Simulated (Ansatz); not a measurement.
# Relaxing Hf in the bcc type

First guess:

```xyz
1
Lattice="-1.7595 1.7595 1.7595 1.7595 -1.7595 1.7595 1.7595 1.7595 -1.7595" Properties=species:S:1:pos:R:3 pbc="T T T"
Hf    0.0000    0.0000    0.0000
```

Theory: DFT, PBE, PAW with Ansatz's default frozen-core files, scalar-relativistic (Ansatz 0.2.0).

Cell and atoms relax within the symmetry of the start on a 16×16×16 k mesh with 0.08 eV Fermi–Dirac smearing.

The start is built from a prototype, known or not as a phase of this compound; the cutoff is 420 eV.

Spin–orbit coupling is left out, though it moves levels of the heavy atoms by tenths of an eV or more.

Q: What is the pressure of the first guess?

A: 2.47 GPa.

Q: What does it relax to?

A: a = 3.547 Å, b = 3.547 Å, c = 3.547 Å, α = 90.00°, β = 90.00°, γ = 90.00° (conventional cell), 22.32 Å³ per atom:
```
CELL_PARAMETERS angstrom
-1.77360 1.77360 1.77360
1.77360 -1.77360 1.77360
1.77360 1.77360 -1.77360
ATOMIC_POSITIONS crystal
Hf 0.00000 0.00000 0.00000
```

Q: How much energy does the relaxation release?

A: 4 meV/atom.
